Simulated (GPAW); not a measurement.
Write an ASE script for GPAW 26.7.0 that does the following.

```yaml
Task: band structure
Functional: PBE
Potentials_or_basis: GPAW PAW data sets (gpaw-data 1.2.1)
Cutoff: 800 eV
Basis: pw
k_mesh: 8 × 8 × 8
Occupations: fermi-dirac, width 0.05 eV
Spin: spin-orbit coupling, no magnetisation
Maxiter: 150
Band_path: GXWKGLUWLK,UX
Band_points: 100
spin_axis_theta_degrees: 54.7
spin_axis_phi_degrees: 45
Soc_after_scf: second variation
```

The structure of ZrC lies in ZrC.cif:

```cif
data_ZrC
_cell_length_a 3.34461508
_cell_length_b 3.34461508
_cell_length_c 3.34461508
_cell_angle_alpha 60.00000000
_cell_angle_beta 60.00000000
_cell_angle_gamma 60.00000000
_space_group_name_H-M_alt 'P1'
_space_group_name_Hall 'P 1'
_space_group_IT_number 1
loop_
_space_group_symop_operation_xyz
'x,y,z'
loop_
_atom_site_label
_atom_site_type_symbol
_atom_site_symmetry_multiplicity
_atom_site_Wyckoff_symbol
_atom_site_fract_x
_atom_site_fract_y
_atom_site_fract_z
_atom_site_occupancy
Zr1 Zr 1 a 0.5000000000 0.5000000000 0.5000000000 1
C1 C 1 a 0.0000000000 0.0000000000 0.0000000000 1
```

The input as run:

run.py

```python
import numpy as np
from ase.dft.bandgap import bandgap
from ase.io import read, write
from ase.units import GPa
from gpaw import GPAW, PW
from gpaw.spinorbit import soc_eigenstates

atoms = read('ZrC.cif')

calc = GPAW(mode=PW(800),
            xc='PBE',
            kpts={'size': (8, 8, 8), 'gamma': True},
            occupations={'name': 'fermi-dirac', 'width': 0.05},
            nbands=18,
            convergence={'density': 1e-05, 'energy': 1e-05},
            maxiter=150,
            txt='gpaw.txt')
atoms.calc = calc
energy = atoms.get_potential_energy()
forces = atoms.get_forces()
stress = atoms.get_stress()
calc.write('gs.gpw')
write('result.traj', atoms)
print(f'Energy: {energy:.6f} eV')
print('Forces (eV/A):')
print(forces.round(4))
print('Stress (GPa):', (stress / GPa).round(3))
print('Fermi level:', round(calc.get_fermi_level(), 4), 'eV')
print(f'Gap: {bandgap(calc)[0]:.4f} eV, direct: {bandgap(calc, direct=True)[0]:.4f} eV')

path = atoms.cell.bandpath('GXWKGLUWLK,UX', npoints=100, eps=1e-4)
bs_calc = calc.fixed_density(kpts=path, symmetry='off', nbands=27,
                             convergence={'bands': 'CBM+6.0', 'eigenstates': 1e-6}, txt='bands.txt')
bs = bs_calc.band_structure()
bs.write('bs.json')
print(f'Gap on the path: {bandgap(bs_calc)[0]:.4f} eV')

soc = soc_eigenstates(bs_calc, theta=54.7, phi=45)
np.savetxt('soc_bands.dat', soc.eigenvalues(), fmt='%.4f')
mesh = soc_eigenstates('gs.gpw', theta=54.7, phi=45)
np.savetxt('soc_mesh.dat', mesh.eigenvalues(), fmt='%.4f')
print('Fermi level with spin-orbit coupling:', round(mesh.fermi_level, 4), 'eV')
```

Potentials or basis: GPAW PAW data sets (gpaw-data 1.2.1), pw.

Launch:

```sh
$ OMP_NUM_THREADS=1 python run.py
```

Results of the run:

```
Pressure                : -3.9 GPa
Band gap along the path : none (metal or under the smearing width)
```

Caveat: spin-orbit coupling was added after a scalar SCF, so levels and gaps hold it while energy, forces, pressure and moments don't; this program's spin-orbit splittings come out too wide for heavy elements.

Run time: 25 s on 1 thread of Intel(R) Xeon(R) 6975P-C (Granite Rapids), on a shared host, peak memory 0.31 GiB.
